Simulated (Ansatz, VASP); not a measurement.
**N in VASP and in Ansatz**

File INCAR:

```
PREC = Accurate
ENCUT = 520
EDIFF = 1E-7
ISMEAR = 0
SIGMA = 0.02
LREAL = False
LASPH = True
NELM = 100
ALGO = Normal
ISIF = 2
LWAVE = False
LCHARG = True
GGA = PE
LELF = True
LVHAR = True
NBANDS = 18
```

File KPOINTS:

```
regular mesh
0
Gamma
  6 6 4
```

The input POSCAR:

```
N
1.0
    4.0840619700      0.0000000000      0.0000000000
    0.0000000000      4.0840619700      0.0000000000
    0.0000000000      0.0000000000      5.3459132500
N
4
Direct
    0.9042752000      0.9042752000      0.0000000000
    0.5957248000      0.4042752000      0.5000000000
    0.0957248000      0.1067432420      0.0000000000
    0.4042752000      0.5957248000      0.5000000000
```

Input for Ansatz:

```yaml
crystal:
  lattice:
    - [4.08406197, 0.0, 0.0]
    - [0.0, 4.08406197, 0.0]
    - [0.0, 0.0, 5.34591325]
  atoms:
    - { symbol: "N", position: [0.9042752, 0.9042752, 0.0] }
    - { symbol: "N", position: [0.5957248, 0.4042752, 0.5] }
    - { symbol: "N", position: [0.0957248, 0.106743242, 0.0] }
    - { symbol: "N", position: [0.4042752, 0.5957248, 0.5] }
basis:
  ecutwfc: 420
kpoints:
  mp_grid: { grid: [6, 6, 4] }
hamiltonian:
  xc: pbe
scf:
  occupations: { method: gaussian, width: 0.02 }
output:
  forces: true
  stress: true
  eigenvalues: true
```

Change from the starting cell: one atom moved.

Alike in both runs: task single point; functional PBE; k mesh 6 × 6 × 4; occupations gaussian, width 0.02 eV; no spin polarisation.

|  | VASP | Ansatz |
| --- | --- | --- |
| version | VASP 6.6.1 | Ansatz 0.2.0 |
| potentials or method | VASP PAW PBE potentials, release 64 (N) | scalar-relativistic, plane waves, PAW |
| plane-wave cutoff (eV) | 520 | 420 |
| valence electrons in the cell | 20 | 20 |

VASP gave:

* gap on the k mesh at the Fermi level (eV): 6.67
* least direct gap on the mesh (eV): 6.88
* pressure (GPa): -1.3
* largest component of the traceless stress (GPa): 4.62
* rms of the force components (eV/Å): 1.490

**Question.** What did Ansatz give for the same quantities?

**Answer.** gap on the k mesh at the Fermi level (eV): 6.70; least direct gap on the mesh (eV): 6.92; pressure (GPa): -2.9; largest component of the traceless stress (GPa): 4.04; rms of the force components (eV/Å): 1.859.

Atom by atom the forces differ by 0.794 eV/Å (rms over components). With one functional, cell and mesh, what is left measures potentials, basis and numerics.

Caveats: the standard files for N, O and F lose accuracy on very short bonds; forces of over 1 eV/Å show positions far from the minimum, so gaps and moduli don't describe the material at rest. A k mesh can miss the band edges.
